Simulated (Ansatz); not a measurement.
CuO:

```xyz
6
Lattice="4.1609 0.0000 0.0000 0.0000 4.1609 0.0000 0.0000 0.0000 3.8876" Properties=species:S:1:pos:R:3 pbc="T T T"
Cu    4.0675    4.1117    3.7334
Cu    0.1651    2.1891    2.0144
Cu    2.0021    4.1336    1.9668
O     0.0459    2.0922    3.7923
O     1.9197    4.1141    3.8361
O     0.1216    0.0031    2.1513
```

The cell comes from a database or a generator and needn't be the stable form of this composition.

The cell isn't the ideal one: all atoms moved at random, sigma 0.1 Å a component.

Base run:

- Program: Ansatz 0.2.0
- Functional: PBE
- Potentials or basis: Ansatz PAW earlier set
- Cutoff: 1050 eV
- Density cutoff: 4200 eV
- k mesh: 7 × 7 × 7
- Occupations: fermi-dirac, width 0.05 eV
- Spin: no spin polarisation

Its results: band gap on the k mesh none (metal or under the smearing width); pressure 16.3 GPa; largest force 9.920 eV/Å.

**Question.** The run is repeated on the same cell with these changes: potentials or basis from Ansatz PAW earlier set to SPMS NC; cutoff from 1050 eV to 1034 eV (not typed: the program's choice for these potentials). What comes out?

**Answer.** Band gap on the k mesh none (metal or under the smearing width); pressure 16.8 GPa; largest force 10.143 eV/Å.

Caveats: an odd number of electrons without spin polarisation forces a metal; a magnetic or distorted state may lie lower; the run has no spin polarisation, though such a crystal can be magnetic; semilocal functionals often make such compounds metallic where correlation or magnetic order opens a gap, which also shifts bond lengths.
